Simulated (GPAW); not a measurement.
Runs of GPAW 26.7.0 on Ta. The structure is cubic, space group Im-3m (No. 229). Conventional cell: a = 3.303 Å, b = 3.303 Å, c = 3.303 Å, α = 90.00°, β = 90.00°, γ = 90.00°. Around Ta (site symmetry m-3m) lie 8 Ta at 2.86 Å. 

```csv
task,level,potentials or basis,spin,band path,band points,spin axis theta (degrees),spin axis phi (degrees),soc after scf,V0 of scaled cells (Å³/atom),B0 (GPa)
equation of state,PBEsol+D3(BJ),"PAW data sets generated in the run's folder for this functional, pw",off,-,-,-,-,-,17.11,229
equation of state,revPBE+D3,"the program's PAW data sets (release 1.2.1) made for this functional, pw",off,-,-,-,-,-,17.42,220
equation of state,LDA,"PAW data sets generated in the run's folder for this functional, pw",off,-,-,-,-,-,(a),228
equation of state,BP86,"PAW data sets generated in the run's folder for this functional, pw",off,-,-,-,-,-,18.22,197
equation of state,BEEF-vdW,"GPAW PAW data sets (gpaw-data 1.2.1), pw",off,-,-,-,-,-,(b),(c)
```

Alike in all rows: cell as given; k mesh 11 × 11 × 11; cutoff (eV) 600; smearing fermi-dirac 0.05 eV.

Q: Fill in the values left out.

A: (a) 17.20; (b) 18.51; (c) 194.

Caveats: the PAW data sets were made with another functional, which shifts forces and pressure a little (some runs).

Runs at the PBE level aren't shown here.
